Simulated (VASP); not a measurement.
Input of a VASP 6.6.1 run:

INCAR

```
SYSTEM = Pb
PREC = Accurate ; ENCUT = 520
EDIFF = 1E-7 ; ISMEAR = 1
SIGMA = 0.1 ; LREAL = .False.
LASPH = .True. ; NELM = 80
ALGO = Normal ; ISIF = 2
LWAVE = .False. ; LCHARG = .True.
LDIPOL = .True. ; IDIPOL = 3
DIPOL = 0.5 0.5 0.500 ; GGA = PE
LELF = .True. ; LVHAR = .True.
LVACPOTAV = .True. ; NBANDS = 36
```

The input KPOINTS:

```
regular mesh
0
Gamma
  4 4 1
  0 0 0
```

The input POSCAR:

```
Pb
1.0
    4.8634805259      0.0000000000      0.0000000000
    2.4317402629      4.2118976862      0.0000000000
    0.0000000000      0.0000000000     20.9637690260
Pb
4
Direct
    0.6666666667      0.6666666667      0.3816107681
    0.0000000000      0.0000000000      0.4289664609
    0.0000000000      0.0000000000      0.5710335391
    0.3333333333      0.3333333333      0.6183892319
```

Potentials or basis: VASP PAW PBE potentials, release 64 (Pb_d).

Launch:

```sh
$ cat potpaw_PBE.64/Pb_d/POTCAR > POTCAR
$ mpirun -np 1 vasp_std > vasp.out
```

Task: Predict the work function of the upper face.

Result: 3.91 eV.

Task: Predict the largest force.

Result: 0.459 eV/Å.

Task: What does it give for the work function of the lower face?

Result: 3.91 eV.

Task: What does it give for the band gap on the k mesh?

Result: None (metal or under the smearing width).

Forces on the atoms (eV/Å):
```
Pb   0.000  0.000 -0.143
Pb   0.000  0.000 -0.459
Pb   0.000  0.000  0.459
Pb   0.000  0.000  0.143
```

Caveat: the k mesh is coarse (spacing up to 0.37 Å⁻¹), so the values aren't converged. Spin-orbit coupling is left out, which matters for the levels of Pb.
